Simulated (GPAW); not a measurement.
Equation of state of GaSb under revPBE+D4

```xyz
2
Lattice="4.3261 0.0000 0.0000 2.1630 3.7465 0.0000 2.1630 1.2488 3.5322" Properties=species:S:1:pos:R:3 pbc="T T T"
Sb    6.4891    3.7465    2.6492
Ga    0.0000    0.0000    0.0000
```

The cell was scaled at fixed shape and fractions and run with GPAW, the program's PAW data sets (release 1.2.1) made for this functional, cutoff 600 eV; revPBE+D4, k mesh 6 × 6 × 6 on the cell of 2 atoms, fermi-dirac occupations of 0.05 eV, no spin polarisation, no spin-orbit coupling. Energies are those that the program minimises, any entropy of the smearing included.

| V (Å³/atom) | energy over the lowest row (meV/atom) |
| --- | --- |
| 26.9071 | 12.678 |
| 27.4796 | 3.985 |
| 28.0520 | 0.000 |
| 28.6245 | ? |
| 29.1970 | 3.764 |
| 29.7695 | 10.495 |
| 30.3420 | 20.112 |

Q: Fit the third-order Birch-Murnaghan form, give V0, B0 and B′, and predict the energy left open.

A: With y = (V0/V)^(2/3), E = E0 + (9 V0 B0/16) [(y - 1)³ B′ + (y - 1)² (6 - 4y)]. Least squares through the rows shown give V0 = 28.3237 Å³/atom, E0 = -0.447 meV, B0 = 53.11 GPa (1 eV/Å³ = 160.218 GPa) and B′ = 5.48, with a largest miss of 0.043 meV. At V = 28.6245 the form with these constants gives 0.071 meV; the run gave 0.125 meV an atom. Measured volume: 28.32 Å³/atom at 300 K (a printed reference work), so the fit lies +0.0 % from it. The runs are for a static lattice.
